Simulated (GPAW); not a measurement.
# Pt (Fm-3m) in GPAW: further runs

The runs below take Pt through relaxation of cell and atoms, with revPBE+D4, BLYP+D3(BJ), BLYP+D4.

Everything below comes from runs of GPAW 26.7.0. Logs are shortened: lines on timing, memory, paths and dates and some standing lists are left out, and cuts for length are marked. The log counts tension as positive stress, the text compression.

## 1. The structure

The structure is cubic, space group Fm-3m (No. 225). Conventional cell: a = 3.922 Å, b = 3.922 Å, c = 3.922 Å, α = 90.00°, β = 90.00°, γ = 90.00°. Pt (site symmetry m-3m) is surrounded by 12 Pt at 2.77 Å.

## 2. Relaxation of cell and atoms, revPBE+D4, target pressure -1 GPa, at which the enthalpy is minimised

Contents of run.py:

```python
from ase.calculators.mixing import SumCalculator
from ase.filters import FrechetCellFilter
from ase.io import read, write
from ase.optimize import FIRE
from ase.units import GPa
from dftd4.ase import DFTD4
from gpaw import GPAW, PW

atoms = read('Pt.xyz')

calc = GPAW(mode=PW(600),
            xc='revPBE',
            kpts={'size': (12, 12, 12), 'gamma': True},
            occupations={'name': 'fermi-dirac', 'width': 0.05},
            nbands=17,
            convergence={'density': 1e-05, 'forces': 0.0001},
            maxiter=150,
            txt='gpaw.txt')
atoms.calc = SumCalculator([calc, DFTD4(method='revpbe')])
opt = FIRE(FrechetCellFilter(atoms, scalar_pressure=-1 * GPa), trajectory='relax.traj', logfile='-')
done = opt.run(fmax=0.01, steps=60)
calc.write('gs.gpw')
write('result.traj', atoms)
print('Converged:', done)
print('Cell:', atoms.cell.cellpar().round(4))
print('Volume:', round(atoms.get_volume(), 4))
print(atoms.get_scaled_positions().round(5))
```

Contents of Pt.xyz:

```xyz
1
Lattice="0.0000000000 1.9609000000 1.9609000000 1.9609000000 0.0000000000 1.9609000000 1.9609000000 1.9609000000 0.0000000000" Properties=species:S:1:pos:R:3 pbc="T T T"
Pt     0.0000000000      0.0000000000      0.0000000000
```

Potentials or basis: the program's PAW data sets (release 1.2.1) made for this functional, pw.

The run is started by

```bash
$ OMP_NUM_THREADS=1 python run.py
```

gpaw.txt:

```text
__  _  _
 | _ |_)|_||  |
 |__||  | ||/\| - 26.7.0

Input parameters:
  mode=PW(ecut=600.0),
  convergence={'density': 1e-05, 'forces': 0.0001},
  kpts=MonkhorstPack(size=(12, 12, 12), gamma=True),
  maxiter=150,
  nbands=17,
  occupations=Occupations(name='fermi-dirac', width=0.05),
  xc=XC(name='revPBE')

Diagonalizing LCAO Hamiltonian
Converting LCAO to pw mode

       Pt

Atoms  # Å, Bohr magnetons
|   | symbol |        x |        y |        z |    initial magnetic moments |
|---|--------|----------|----------|----------|-----------------------------|
| 0 |     Pt | 0.000000 | 0.000000 | 0.000000 | ( 0.0000,  0.0000,  0.0000) |

Unit cell  # Å
| periodic |        x |        y |        z |  lengths |    angles |
|----------|----------|----------|----------|----------|-----------|
|      yes | 0.000000 | 1.960900 | 1.960900 | 2.773131 | 60.000000 |
|      yes | 1.960900 | 0.000000 | 1.960900 | 2.773131 | 60.000000 |
|      yes | 1.960900 | 1.960900 | 0.000000 | 2.773131 | 60.000000 |
[... 219 lines left out ...]
Stress tensor  # eV/Ang^3
|         x |         y |         z |
|-----------|-----------|-----------|
| -0.082381 |  0.000000 |  0.000000 |
|  0.000000 | -0.082381 | -0.000000 |
|  0.000000 | -0.000000 | -0.082381 |

Forces  # eV/Ang
|        x |       y |       z |
|----------|---------|---------|
| -0.00000 | 0.00000 | 0.00000 |  # Pt   0

Interpolating wave functions to new cell

       Pt

Atoms  # Å, Bohr magnetons
|   | symbol |        x |         y |         z |    initial magnetic moments |
|---|--------|----------|-----------|-----------|-----------------------------|
| 0 |     Pt | 0.000000 | -0.000000 | -0.000000 | ( 0.0000,  0.0000,  0.0000) |

Unit cell  # Å
| periodic |        x |         y |         z |  lengths |    angles |
|----------|----------|-----------|-----------|----------|-----------|
|      yes | 0.000000 |  1.963353 |  1.963353 | 2.776600 | 60.000000 |
|      yes | 1.963353 | -0.000000 |  1.963353 | 2.776600 | 60.000000 |
|      yes | 1.963353 |  1.963353 | -0.000000 | 2.776600 | 60.000000 |

Number of symmetries: 48
Symmetry operations  # r_c * U_cc + t_c -> r_c
|    | kind |            matrix            |
|----|------|------------------------------|
|  0 |  σ   |  1, 0, 0,  1, 0,-1,  1,-1, 0 |
|  1 |  C2  |  1, 0, 0,  1,-1, 0,  1, 0,-1 |
|  2 |  E   |  1, 0, 0,  0, 1, 0,  0, 0, 1 |
|  3 |  σ   |  1, 0, 0,  0, 0, 1,  0, 1, 0 |
|  4 |  C4  |  1, 0,-1,  1, 0, 0,  1,-1, 0 |
|  5 |  S6  |  1, 0,-1,  1,-1, 0,  1, 0, 0 |
|  6 |  σ   |  1, 0,-1,  0, 1,-1,  0, 0,-1 |
|  7 |  C3  |  1, 0,-1,  0, 0,-1,  0, 1,-1 |
|  8 |  S6  |  1,-1, 0,  1, 0, 0,  1, 0,-1 |
[... 203 lines left out ...]
Stress tensor  # eV/Ang^3
|         x |         y |         z |
|-----------|-----------|-----------|
| -0.075370 | -0.000000 |  0.000000 |
| -0.000000 | -0.075370 | -0.000000 |
|  0.000000 | -0.000000 | -0.075370 |

Forces  # eV/Ang
|        x |        y |        z |
|----------|----------|----------|
| -0.00000 | -0.00000 | -0.00000 |  # Pt   0

Interpolating wave functions to new cell

       Pt

Atoms  # Å, Bohr magnetons
|   | symbol |         x |        y |         z |    initial magnetic moments |
|---|--------|-----------|----------|-----------|-----------------------------|
| 0 |     Pt | -0.000000 | 0.000000 | -0.000000 | ( 0.0000,  0.0000,  0.0000) |

Unit cell  # Å
| periodic |        x |         y |         z |  lengths |    angles |
|----------|----------|-----------|-----------|----------|-----------|
|      yes | 0.000000 |  1.966363 |  1.966363 | 2.780857 | 60.000000 |
|      yes | 1.966363 | -0.000000 |  1.966363 | 2.780857 | 60.000000 |
|      yes | 1.966363 |  1.966363 | -0.000000 | 2.780857 | 60.000000 |

Number of symmetries: 48
Symmetry operations  # r_c * U_cc + t_c -> r_c
|    | kind |            matrix            |
|----|------|------------------------------|
|  0 |  σ   |  1, 0, 0,  1, 0,-1,  1,-1, 0 |
|  1 |  C2  |  1, 0, 0,  1,-1, 0,  1, 0,-1 |
|  2 |  E   |  1, 0, 0,  0, 1, 0,  0, 0, 1 |
|  3 |  σ   |  1, 0, 0,  0, 0, 1,  0, 1, 0 |
|  4 |  C4  |  1, 0,-1,  1, 0, 0,  1,-1, 0 |
|  5 |  S6  |  1, 0,-1,  1,-1, 0,  1, 0, 0 |
|  6 |  σ   |  1, 0,-1,  0, 1,-1,  0, 0,-1 |
|  7 |  C3  |  1, 0,-1,  0, 0,-1,  0, 1,-1 |
|  8 |  S6  |  1,-1, 0,  1, 0, 0,  1, 0,-1 |
[... 203 lines left out ...]
Stress tensor  # eV/Ang^3
|         x |         y |         z |
|-----------|-----------|-----------|
| -0.066958 | -0.000000 |  0.000000 |
| -0.000000 | -0.066958 | -0.000000 |
|  0.000000 | -0.000000 | -0.066958 |

Forces  # eV/Ang
|       x |       y |       z |
|---------|---------|---------|
| 0.00000 | 0.00000 | 0.00000 |  # Pt   0

Interpolating wave functions to new cell

       Pt
[... 175 lines left out ...]
SCF iterations
|iter     | |      energy | eigst |  dens |force |
|---------|-|-------------|-------|-------|------|
|iter:   1| |   -5.897062 | -4.77 |       |      |
|iter:   2| |   -5.897058 | -7.98c| -3.36 |      |
|iter:   3| |   -5.897048c| -6.84 | -3.41 |      |
|iter:   4| |   -5.897049c| -7.78c| -4.25 |      |
|iter:   5| |   -5.897049c| -7.59c| -4.54 |      |
|iter:   6| |   -5.897049c| -9.10c| -5.59c|      |
|iter:   7| |   -5.897049c| -9.34c| -5.88c|-25.08c|
[... 43 lines left out ...]
Stress tensor  # eV/Ang^3
|         x |         y |         z |
|-----------|-----------|-----------|
| -0.068165 | -0.000000 |  0.000000 |
| -0.000000 | -0.068165 | -0.000000 |
|  0.000000 | -0.000000 | -0.068165 |

Forces  # eV/Ang
|       x |        y |       z |
|---------|----------|---------|
| 0.00000 | -0.00000 | 0.00000 |  # Pt   0

Interpolating wave functions to new cell

       Pt
[... 175 lines left out ...]
SCF iterations
|iter     | |      energy | eigst |  dens |force |
|---------|-|-------------|-------|-------|------|
|iter:   1| |   -5.895832 | -4.25 |       |      |
|iter:   2| |   -5.895819 | -7.48c| -3.11 |      |
|iter:   3| |   -5.895781c| -6.30 | -3.16 |      |
|iter:   4| |   -5.895783c| -7.34 | -4.01 |      |
|iter:   5| |   -5.895784c| -7.11 | -4.31 |      |
|iter:   6| |   -5.895784c| -8.55c| -5.33c|      |
|iter:   7| |   -5.895784c| -8.81c| -5.62c|-25.04c|
[... 43 lines left out ...]
Stress tensor  # eV/Ang^3
|         x |         y |         z |
|-----------|-----------|-----------|
| -0.070362 |  0.000000 | -0.000000 |
|  0.000000 | -0.070362 |  0.000000 |
| -0.000000 |  0.000000 | -0.070362 |

Forces  # eV/Ang
|       x |        y |        z |
|---------|----------|----------|
| 0.00000 | -0.00000 | -0.00000 |  # Pt   0

Interpolating wave functions to new cell

       Pt

Atoms  # Å, Bohr magnetons
|   | symbol |         x |        y |         z |    initial magnetic moments |
|---|--------|-----------|----------|-----------|-----------------------------|
| 0 |     Pt | -0.000000 | 0.000000 | -0.000000 | ( 0.0000,  0.0000,  0.0000) |

Unit cell  # Å
| periodic |        x |         y |        z |  lengths |    angles |
|----------|----------|-----------|----------|----------|-----------|
|      yes | 0.000000 |  1.964140 | 1.964140 | 2.777714 | 60.000000 |
|      yes | 1.964140 | -0.000000 | 1.964140 | 2.777714 | 60.000000 |
|      yes | 1.964140 |  1.964140 | 0.000000 | 2.777714 | 60.000000 |

Number of symmetries: 48
Symmetry operations  # r_c * U_cc + t_c -> r_c
|    | kind |            matrix            |
|----|------|------------------------------|
|  0 |  σ   |  1, 0, 0,  1, 0,-1,  1,-1, 0 |
|  1 |  C2  |  1, 0, 0,  1,-1, 0,  1, 0,-1 |
|  2 |  E   |  1, 0, 0,  0, 1, 0,  0, 0, 1 |
|  3 |  σ   |  1, 0, 0,  0, 0, 1,  0, 1, 0 |
|  4 |  C4  |  1, 0,-1,  1, 0, 0,  1,-1, 0 |
|  5 |  S6  |  1, 0,-1,  1,-1, 0,  1, 0, 0 |
|  6 |  σ   |  1, 0,-1,  0, 1,-1,  0, 0,-1 |
|  7 |  C3  |  1, 0,-1,  0, 0,-1,  0, 1,-1 |
|  8 |  S6  |  1,-1, 0,  1, 0, 0,  1, 0,-1 |
[... 202 lines left out ...]
Stress tensor  # eV/Ang^3
|         x |         y |         z |
|-----------|-----------|-----------|
| -0.073145 |  0.000000 |  0.000000 |
|  0.000000 | -0.073145 |  0.000000 |
|  0.000000 |  0.000000 | -0.073145 |

Forces  # eV/Ang
|       x |       y |       z |
|---------|---------|---------|
| 0.00000 | 0.00000 | 0.00000 |  # Pt   0

# Writing to gs.gpw (mode='')
```

Wall time 57 s (1 thread of Arm Neoverse V1, shared host); peak memory 0.19 GiB.

What came out:

```
Free energy                                            : -7.1513 eV
Relaxed volume                                         : 15.15 Å³/atom
Relaxed cell                                           : a = 2.778 Å, b = 2.778 Å, c = 2.778 Å, α = 60.00°, β = 60.00°, γ = 60.00°
Space group after relaxing (to 0.05 Å)                 : Fm-3m (No. 225)
Energy change on relaxing (the enthalpy is what falls) : +0.2 meV/atom
Ionic steps                                            : 6
Pressure after relaxing                                : -1.0 GPa
Band gap on the k mesh                                 : none (metal or under the smearing width)
Dispersion energy per atom                             : -1.249 eV
```

Step by step:
| step | energy change (eV) | largest force (eV/Å) | pressure (GPa) | volume (Å³) |
| --- | --- | --- | --- | --- |
| 1 | 0.0000 | 0.0000 | 0.33 | 15.08 |
| 2 | 0.0001 | 0.0000 | -0.70 | 15.14 |
| 3 | 0.0007 | 0.0000 | -1.94 | 15.21 |
| 4 | 0.0005 | 0.0000 | -1.76 | 15.20 |
| 5 | 0.0004 | 0.0000 | -1.44 | 15.18 |
| 6 | 0.0002 | 0.0000 | -1.03 | 15.15 |

Final structure:
```
Pt
1.0
     0.00000    1.96414    1.96414
     1.96414    0.00000    1.96414
     1.96414    1.96414    0.00000
Pt
1
Direct
  0.00000 0.00000 0.00000
```

Levels at points of the mesh, in eV from the Fermi level:
| k point | band 5 | band 6 | band 7 | band 8 | band 9 | band 10 | band 11 | band 12 |
| --- | --- | --- | --- | --- | --- | --- | --- | --- |
| (0.00, 0.00, 0.00) | -3.74 | -3.74 | -3.74 | -1.63 | -1.63 | 15.12 | 20.16 | 20.16 |
| (0.50, 0.50, 0.00) | -6.51 | -0.02 | 0.47 | 0.47 | 1.86 | 8.98 | 11.59 | 11.59 |
| (0.50, 0.50, 0.50) | -3.80 | -3.80 | -0.40 | 0.02 | 0.02 | 5.91 | 14.59 | 19.53 |

Caveat: later steps reuse the first step's grids; pairwise dispersion overbinds metals, which lowers pressure and volume. Zero-point motion and thermal expansion aren't in these numbers.

(Part 1 of 3 ends here.)
